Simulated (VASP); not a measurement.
Write the native input for VASP 6.6.1 that does the following.

```yaml
Task: single point
Functional: PBEsol
Potentials_or_basis: VASP PAW PBE potentials, release 64 (Sr_sv)
Cutoff: 520 eV
k_mesh: 3 × 3 × 5
Occupations: fermi-dirac, width 0.1 eV
Spin: no spin polarisation
Dipole_correction: no
Further_INCAR_settings: ALGO = Normal; EDIFF = 1e-06; NBANDS = 11
```

The structure of Sr lies in POSCAR:

```
Sr
1.0
   10.9876300000      0.0000000000      0.0000000000
   -5.4938150000      9.5155667074      0.0000000000
    0.0000000000      0.0000000000      4.4211120000
Sr
1
Direct
    0.0000000000      0.0000000000      0.0000000000
```

This isn't the form of Sr at room conditions, which is fcc.

One way to write it, as run:

INCAR

```
PREC = Accurate ; ENCUT = 520
EDIFF = 1E-6 ; ISMEAR = -1
SIGMA = 0.1 ; LREAL = False
LASPH = True ; NELM = 100
ALGO = Normal ; ISIF = 2
LWAVE = False ; LCHARG = True
GGA = PS ; LELF = True
LVHAR = True ; NBANDS = 11
```

KPOINTS

```
Automatic mesh
0
Gamma
  3 3 5
```

Potentials or basis: VASP PAW PBE potentials, release 64 (Sr_sv).

Command:

```sh
$ cat potpaw_PBE.64/Sr_sv/POTCAR > POTCAR
$ mpirun -np 1 vasp_std > vasp.out
```

Results of the run:

- Pressure: 0.0 GPa
- Band gap on the k mesh: 0.98 eV, indirect (least direct gap 1.02 eV)

Caveat: the PAW data sets were made with another functional, which shifts forces and pressure a little; an odd mesh through Γ misses points on the zone boundary, where band edges often lie.

It took 72 s on 1 thread of Intel(R) Xeon(R) Platinum 8488C (Sapphire Rapids) (shared host), peak memory 0.5 GiB.
